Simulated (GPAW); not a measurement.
AlN:

```
Al N
1.0
     0.00000    2.18399    2.18399
     2.18399    0.00000    2.18399
     2.18399    2.18399    0.00000
Al N
1 1
Direct
  0.00000 0.00000 0.00000
  0.25000 0.25000 0.25000
```

Measurements of this composition are mostly on another form, of space group No. 186.

Base run:

```yaml
Program: GPAW 26.7.0
Functional: M06-L
Potentials_or_basis: GPAW PAW data sets (gpaw-data 1.2.1)
Cutoff: 800 eV
Basis: pw
k_mesh: 10 × 10 × 10
Occupations: fermi-dirac, width 0.05 eV
Spin: no spin polarisation
```

Its results: band gap on the k mesh 3.34 eV, indirect (least direct gap 4.21 eV).

**Question.** After a change of settings the same cell gave: band gap on the k mesh 3.52 eV, indirect (least direct gap 4.43 eV). Which change was it?
A. functional from M06-L to vdW-DF-cx; band points from 100 to 60
B. functional from M06-L to GLLB-SC; potentials or basis from GPAW PAW data sets (gpaw-data 1.2.1) to the program's PAW data sets (release 1.2.1) made for this functional
C. functional from M06-L to TB-mBJ; potentials or basis from GPAW PAW data sets (gpaw-data 1.2.1) to GPAW PAW data sets for LDA (gpaw-data 1.2.1)
D. functional from M06-L to optB88-vdW

**Answer.** D.

Not every run made on this cell is shown here.
